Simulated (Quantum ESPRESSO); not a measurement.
PbSe (Clausthalite):

```
Pb Se
1.0
     0.00000    3.06065    3.06065
     3.06065    0.00000    3.06065
     3.06065    3.06065    0.00000
Pb Se
1 1
Direct
  0.00000 0.00000 0.00000
  0.50000 0.50000 0.50000
```

Base run:

* Program: Quantum ESPRESSO 7.5
* Functional: WC
* Potentials or basis: SG15 PBE 1.2
* Cutoff: 952 eV
* Density cutoff: 3810 eV
* k mesh: 8 × 8 × 8
* Occupations: fermi-dirac, width 0.05 eV
* Spin: no spin polarisation

Its results: band gap on the k mesh 0.14 eV, direct; pressure -0.2 GPa.

The run is repeated on the same cell with these changes: functional from WC to RPBE. What comes out?

Band gap on the k mesh 0.40 eV, direct; pressure 4.2 GPa.

RPBE binds less tightly than WC, so the same cell stands under more pressure.

Caveats: the potentials were made for another functional, which shifts forces and pressure; spin-orbit coupling is left out, which as a rule narrows the gap of such compounds by several tenths of an eV.
